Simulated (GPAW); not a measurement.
# Sb (P-1) in GPAW: relaxation of cell and atoms with revPBE

Aim: the relaxation of cell and atoms of Sb with revPBE.

Everything below comes from runs of GPAW 26.7.0. Logs are shortened: lines on timing, memory, paths and dates and some standing lists are left out, and cuts for length are marked. The log counts tension as positive stress, the text compression.

## 1. The cell of the first run

The typed cell holds 1 atom: a = 3.459 Å, b = 3.554 Å, c = 3.342 Å, α = 58.62°, β = 55.56°, γ = 54.87°.

This isn't the form of Sb at room conditions, which is rhombohedral.

## 2. Relaxation of cell and atoms, revPBE, target pressure -2 GPa, at which the enthalpy is minimised (cell sheared at random, sigma 0.03, atoms nudged by 0.01 Å)

Input file run.py:

```python
from ase.filters import FrechetCellFilter
from ase.io import read, write
from ase.optimize import LBFGS
from ase.units import GPa
from gpaw import GPAW, PW

atoms = read('POSCAR')

calc = GPAW(mode=PW(600),
            xc='revPBE',
            kpts={'size': (9, 8, 9), 'gamma': True},
            occupations={'name': 'fermi-dirac', 'width': 0.15},
            nbands=15,
            convergence={'density': 1e-05, 'energy': 1e-05},
            maxiter=100,
            txt='gpaw.txt')
atoms.calc = calc
opt = LBFGS(FrechetCellFilter(atoms, scalar_pressure=-2 * GPa), trajectory='relax.traj', logfile='-')
done = opt.run(fmax=0.01, steps=100)
calc.write('gs.gpw')
write('result.traj', atoms)
print('Converged:', done)
print('Cell:', atoms.cell.cellpar().round(4))
print('Volume:', round(atoms.get_volume(), 4))
print(atoms.get_scaled_positions().round(5))
```

Input file POSCAR:

```
Sb
1.0
    0.1733647600      2.3885337500      2.4958692300
    2.4173055400      0.0646925500      2.6045414300
    2.3204533900      2.4003538000      0.1615447000
Sb
1
Direct
    0.0000000000      0.0000000000      0.0000000000
```

Potentials or basis: the program's PAW data sets (release 1.2.1) made for this functional, pw.

Run with:

```
$ OMP_NUM_THREADS=1 python run.py
```

gpaw.txt:

```text
__  _  _
 | _ |_)|_||  |
 |__||  | ||/\| - 26.7.0

Input parameters:
  mode=PW(ecut=600.0),
  convergence={'density': 1e-05, 'energy': 1e-05},
  kpts=MonkhorstPack(size=(9, 8, 9), gamma=True),
  maxiter=100,
  nbands=15,
  occupations=Occupations(name='fermi-dirac', width=0.15),
  xc=XC(name='revPBE')

Diagonalizing LCAO Hamiltonian
Converting LCAO to pw mode

       Sb

Atoms  # Å, Bohr magnetons
|   | symbol |        x |        y |        z |    initial magnetic moments |
|---|--------|----------|----------|----------|-----------------------------|
| 0 |     Sb | 0.000000 | 0.000000 | 0.000000 | ( 0.0000,  0.0000,  0.0000) |

Unit cell  # Å
| periodic |        x |        y |        z |  lengths |    angles |
|----------|----------|----------|----------|----------|-----------|
|      yes | 0.173365 | 2.388534 | 2.495869 | 3.458976 | 58.622520 |
|      yes | 2.417306 | 0.064693 | 2.604541 | 3.554038 | 55.558726 |
|      yes | 2.320453 | 2.400354 | 0.161545 | 3.342499 | 54.868886 |
[... 958 lines left out ...]
Atoms  # Å, Bohr magnetons
|   | symbol |        x |        y |        z |    initial magnetic moments |
|---|--------|----------|----------|----------|-----------------------------|
| 0 |     Sb | 0.000000 | 0.000000 | 0.000000 | ( 0.0000,  0.0000,  0.0000) |

Unit cell  # Å
| periodic |        x |         y |        z |  lengths |    angles |
|----------|----------|-----------|----------|----------|-----------|
|      yes | 0.179762 |  2.334315 | 2.909215 | 3.734284 | 58.284837 |
|      yes | 2.674799 | -0.052162 | 3.133841 | 4.120465 | 57.844830 |
|      yes | 2.360978 |  2.250105 | 0.285247 | 3.273920 | 51.986257 |

Number of symmetries: 2
Symmetry operations  # r_c * U_cc + t_c -> r_c
|   | kind |            matrix            |
|---|------|------------------------------|
| 0 |  E   |  1, 0, 0,  0, 1, 0,  0, 0, 1 |
| 1 |  i   | -1, 0, 0,  0,-1, 0,  0, 0,-1 |
[... 177 lines left out ...]
Atoms  # Å, Bohr magnetons
|   | symbol |        x |        y |        z |    initial magnetic moments |
|---|--------|----------|----------|----------|-----------------------------|
| 0 |     Sb | 0.000000 | 0.000000 | 0.000000 | ( 0.0000,  0.0000,  0.0000) |

Unit cell  # Å
| periodic |        x |         y |        z |  lengths |    angles |
|----------|----------|-----------|----------|----------|-----------|
|      yes | 0.183102 |  2.340614 | 2.861432 | 3.701323 | 58.236349 |
|      yes | 2.640470 | -0.031569 | 3.069025 | 4.048702 | 57.491826 |
|      yes | 2.355688 |  2.267761 | 0.275401 | 3.281440 | 52.167882 |

Number of symmetries: 2
Symmetry operations  # r_c * U_cc + t_c -> r_c
|   | kind |            matrix            |
|---|------|------------------------------|
| 0 |  E   |  1, 0, 0,  0, 1, 0,  0, 0, 1 |
| 1 |  i   | -1, 0, 0,  0,-1, 0,  0, 0,-1 |
[... 176 lines left out ...]
Atoms  # Å, Bohr magnetons
|   | symbol |        x |        y |        z |    initial magnetic moments |
|---|--------|----------|----------|----------|-----------------------------|
| 0 |     Sb | 0.000000 | 0.000000 | 0.000000 | ( 0.0000,  0.0000,  0.0000) |

Unit cell  # Å
| periodic |        x |         y |        z |  lengths |    angles |
|----------|----------|-----------|----------|----------|-----------|
|      yes | 0.215044 |  2.286592 | 2.902920 | 3.701580 | 57.199767 |
|      yes | 2.631512 | -0.015189 | 3.121616 | 4.082839 | 56.933828 |
|      yes | 2.317144 |  2.196200 | 0.331490 | 3.209725 | 50.598492 |

Number of symmetries: 2
Symmetry operations  # r_c * U_cc + t_c -> r_c
|   | kind |            matrix            |
|---|------|------------------------------|
| 0 |  E   |  1, 0, 0,  0, 1, 0,  0, 0, 1 |
| 1 |  i   | -1, 0, 0,  0,-1, 0,  0, 0,-1 |
[... 177 lines left out ...]
Atoms  # Å, Bohr magnetons
|   | symbol |        x |        y |        z |    initial magnetic moments |
|---|--------|----------|----------|----------|-----------------------------|
| 0 |     Sb | 0.000000 | 0.000000 | 0.000000 | ( 0.0000,  0.0000,  0.0000) |

Unit cell  # Å
| periodic |        x |         y |        z |  lengths |    angles |
|----------|----------|-----------|----------|----------|-----------|
|      yes | 0.293319 |  2.178374 | 3.134595 | 3.828450 | 54.468380 |
|      yes | 2.702349 | -0.008925 | 3.413152 | 4.353432 | 55.757918 |
|      yes | 2.260248 |  2.024209 | 0.494506 | 3.074196 | 46.503225 |

Number of symmetries: 2
Symmetry operations  # r_c * U_cc + t_c -> r_c
|   | kind |            matrix            |
|---|------|------------------------------|
| 0 |  E   |  1, 0, 0,  0, 1, 0,  0, 0, 1 |
| 1 |  i   | -1, 0, 0,  0,-1, 0,  0, 0,-1 |
[... 729 lines left out ...]
|          3 |       -22.678 |     2.000 |
|          4 |       -22.671 |     2.000 |
|          5 |        -5.564 |     2.000 |
|          6 |         9.221 |     0.000 |
|          7 |         9.768 |     0.000 |
|          8 |        11.181 |     0.000 |
|          9 |        13.389 |     0.000 |
|         10 |        14.510 |     0.000 |
|         11 |        15.433 |     0.000 |
|         12 |        19.307 |     0.000 |
|         13 |        21.063 |     0.000 |
|         14 |        22.738 |     0.000 |

No gap
No difference between direct/indirect transitions

Stress tensor  # eV/Ang^3
|         x |        y |         z |
|-----------|----------|-----------|
|  0.030299 | 0.002526 | -0.001715 |
|  0.002526 | 0.002594 |  0.008374 |
| -0.001715 | 0.008374 |  0.004437 |

Forces  # eV/Ang
|       x |       y |       z |
|---------|---------|---------|
| 0.00000 | 0.00000 | 0.00000 |  # Sb   0

Interpolating wave functions to new cell
[... 165 lines left out ...]
|          3 |       -22.870 |     2.000 |
|          4 |       -22.865 |     2.000 |
|          5 |        -5.653 |     2.000 |
|          6 |         8.937 |     0.000 |
|          7 |         9.481 |     0.000 |
|          8 |        10.818 |     0.000 |
|          9 |        13.158 |     0.000 |
|         10 |        14.126 |     0.000 |
|         11 |        15.044 |     0.000 |
|         12 |        19.432 |     0.000 |
|         13 |        21.212 |     0.000 |
|         14 |        22.262 |     0.000 |

No gap
No difference between direct/indirect transitions

Stress tensor  # eV/Ang^3
|         x |        y |         z |
|-----------|----------|-----------|
|  0.034975 | 0.001890 | -0.002133 |
|  0.001890 | 0.006559 |  0.010907 |
| -0.002133 | 0.010907 |  0.008313 |

Forces  # eV/Ang
|       x |       y |       z |
|---------|---------|---------|
| 0.00000 | 0.00000 | 0.00000 |  # Sb   0

Interpolating wave functions to new cell
[... 166 lines left out ...]
|          3 |       -24.265 |     2.000 |
|          4 |       -24.261 |     2.000 |
|          5 |        -6.268 |     2.000 |
|          6 |         6.997 |     0.000 |
|          7 |         7.910 |     0.000 |
|          8 |         8.157 |     0.000 |
|          9 |        11.669 |     0.000 |
|         10 |        12.019 |     0.000 |
|         11 |        12.363 |     0.000 |
|         12 |        17.832 |     0.000 |
|         13 |        19.129 |     0.000 |
|         14 |        20.768 |     0.000 |

No gap
No difference between direct/indirect transitions

Stress tensor  # eV/Ang^3
|         x |         y |        z |
|-----------|-----------|----------|
|  0.040129 | -0.001024 | 0.008390 |
| -0.001024 |  0.029248 | 0.009472 |
|  0.008390 |  0.009472 | 0.049259 |

Forces  # eV/Ang
|       x |       y |       z |
|---------|---------|---------|
| 0.00000 | 0.00000 | 0.00000 |  # Sb   0

Interpolating wave functions to new cell
[... 1135 lines left out ...]
|          3 |       -22.892 |     2.000 |
|          4 |       -22.892 |     2.000 |
|          5 |        -5.767 |     2.000 |
|          6 |         9.179 |     0.000 |
|          7 |         9.248 |     0.000 |
|          8 |         9.362 |     0.000 |
|          9 |        13.124 |     0.000 |
|         10 |        13.193 |     0.000 |
|         11 |        14.125 |     0.000 |
|         12 |        24.984 |     0.000 |
|         13 |        25.108 |     0.000 |
|         14 |        25.712 |     0.000 |

No gap
No difference between direct/indirect transitions

Stress tensor  # eV/Ang^3
|         x |         y |        z |
|-----------|-----------|----------|
|  0.012984 | -0.002362 | 0.000906 |
| -0.002362 |  0.013759 | 0.000684 |
|  0.000906 |  0.000684 | 0.010173 |

Forces  # eV/Ang
|       x |       y |       z |
|---------|---------|---------|
| 0.00000 | 0.00000 | 0.00000 |  # Sb   0

Interpolating wave functions to new cell
[... 164 lines left out ...]
|          3 |       -22.878 |     2.000 |
|          4 |       -22.878 |     2.000 |
|          5 |        -5.762 |     2.000 |
|          6 |         9.196 |     0.000 |
|          7 |         9.250 |     0.000 |
|          8 |         9.394 |     0.000 |
|          9 |        13.129 |     0.000 |
|         10 |        13.213 |     0.000 |
|         11 |        14.150 |     0.000 |
|         12 |        25.117 |     0.000 |
|         13 |        25.253 |     0.000 |
|         14 |        25.368 |     0.000 |

No gap
No difference between direct/indirect transitions

Stress tensor  # eV/Ang^3
|         x |         y |        z |
|-----------|-----------|----------|
|  0.012339 | -0.001046 | 0.000924 |
| -0.001046 |  0.012452 | 0.000009 |
|  0.000924 |  0.000009 | 0.010985 |

Forces  # eV/Ang
|       x |       y |       z |
|---------|---------|---------|
| 0.00000 | 0.00000 | 0.00000 |  # Sb   0

Interpolating wave functions to new cell
[... 356 lines left out ...]
|          3 |       -22.895 |     2.000 |
|          4 |       -22.895 |     2.000 |
|          5 |        -5.769 |     2.000 |
|          6 |         9.169 |     0.000 |
|          7 |         9.178 |     0.000 |
|          8 |         9.427 |     0.000 |
|          9 |        13.090 |     0.000 |
|         10 |        13.202 |     0.000 |
|         11 |        14.133 |     0.000 |
|         12 |        25.139 |     0.000 |
|         13 |        25.178 |     0.000 |
|         14 |        25.353 |     0.000 |

No gap
No difference between direct/indirect transitions

Stress tensor  # eV/Ang^3
|        x |         y |         z |
|----------|-----------|-----------|
| 0.012253 |  0.000020 |  0.000141 |
| 0.000020 |  0.012291 | -0.000068 |
| 0.000141 | -0.000068 |  0.012425 |

Forces  # eV/Ang
|       x |       y |       z |
|---------|---------|---------|
| 0.00000 | 0.00000 | 0.00000 |  # Sb   0

# Writing to gs.gpw (mode='')
```

Run time: 40 min. Hardware: 1 thread of Arm Neoverse V1, shared host; peak memory 0.53 GiB.

What came out:

- Free energy: -4.0667 eV
- Relaxed volume: 31.69 Å³/atom
- Relaxed cell: a = 4.494 Å, b = 5.472 Å, c = 3.174 Å, α = 54.63°, β = 44.94°, γ = 35.08°
- Space group after relaxing (to 0.05 Å): Pm-3m (No. 221)
- Energy change on relaxing (the enthalpy is what falls): -303.3 meV/atom
- Ionic steps: 23
- Pressure after relaxing: -2.0 GPa
- Band gap on the k mesh: none (metal or under the smearing width)

The path:
| step | energy change (eV) | largest force (eV/Å) | pressure (GPa) | volume (Å³) |
| --- | --- | --- | --- | --- |
| 1 | 0.0000 | 0.0000 | 3.66 | 26.53 |
| 2 | -0.0163 | 0.0000 | 1.03 | 27.62 |
| 3 | -0.0139 | 0.0000 | -1.76 | 29.11 |
| 4 | -0.0120 | 0.0000 | -2.20 | 29.40 |
| 5 | -0.0096 | 0.0000 | -3.06 | 30.06 |
| 6 | 0.0045 | 0.0000 | -4.83 | 32.09 |
| 7 | -0.0155 | 0.0000 | -4.15 | 31.29 |
| 8 | -0.0560 | 0.0000 | -2.25 | 29.95 |
| 9 | -0.0976 | 0.0000 | 0.09 | 29.08 |
| 10 | -0.1096 | 0.0000 | 1.60 | 28.88 |
| 11 | -0.1347 | 0.0000 | 0.24 | 29.46 |
| 12 | -0.1667 | 0.0000 | -1.99 | 30.94 |
| 13 | -0.1716 | 0.0000 | -2.66 | 31.49 |
| 14 | -0.0859 | 0.0000 | -6.34 | 36.13 |
| 15 | -0.2108 | 0.0000 | -4.48 | 33.66 |
| 16 | -0.2341 | 0.0000 | -4.09 | 33.31 |
| 17 | -0.2965 | 0.0000 | -1.87 | 31.55 |
| 18 | -0.2981 | 0.0000 | -1.93 | 31.60 |
| 19 | -0.3019 | 0.0000 | -1.97 | 31.66 |
| 20 | -0.3029 | 0.0000 | -1.97 | 31.68 |
| 21 | -0.3037 | 0.0000 | -1.91 | 31.64 |
| 22 | -0.3033 | 0.0000 | -1.97 | 31.68 |
| 23 | -0.3033 | 0.0000 | -1.97 | 31.69 |

Final structure:
```xyz
1
Lattice="0.8166 2.2360 3.8114 2.8996 0.0302 4.6400 2.0346 2.2719 0.8805" Properties=species:S:1:pos:R:3 pbc="T T T"
Sb    0.0000    0.0000    0.0000
```

Caveat: later steps reuse the first step's grids; the volume moved by over 15 % at a fixed basis, so the end points are rough; the program warned that so skewed a cell can give wrong results. The run has no spin-orbit coupling, so splittings on Sb are missing.
